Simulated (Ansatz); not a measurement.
# SiC: energy along a strain

SiC, P6_3mc, a = 3.075 Å, c = 5.048 Å. The compound has several low-lying forms, and this is one of them. Ansatz: r2SCAN, PAW, 500 eV, Γ-centred 12×12×6 mesh on 4 atoms, Gaussian smearing 0.05 eV; no spin polarisation. Cell vectors (Å): 3.075 0.000 0.000; -1.538 2.663 0.000; 0.000 0.000 5.048. The cell is strained by x per cent times the pattern (0 0 0 0 1 0) in the order xx yy zz yz xz xy (engineering shears), with fractional coordinates held. y is the free energy over the start, V0 = 10.336 Å³/atom. Symmetry makes y even in x.

| x (%) | y (meV/atom) |
| --- | --- |
| -2.00 | ? |
| -1.00 | 0.57 |
| 0.00 | 0.00 |
| 0.50 | 0.14 |
| 1.50 | 1.28 |
| 1.75 | 1.74 |

Problem. Fit y = c2 x² + c4 x⁴ to the other rows, get the stiffness along the pattern, and predict the missing energy.

Solution. Least squares on the rows shown. y = 0.5701 x² − 0.0005994 x⁴. The clamped-ion stiffness p·C·p = 2 × 5.701 eV × 160.2 / 10.336 Å³ = 177 GPa, which is C55 in these axes. At x = -2.00 the fit asked for gives 2.27 meV/atom. The run gave 2.28 meV/atom, so the fit is 0.01 meV/atom too low, a small miss on the scale of the series.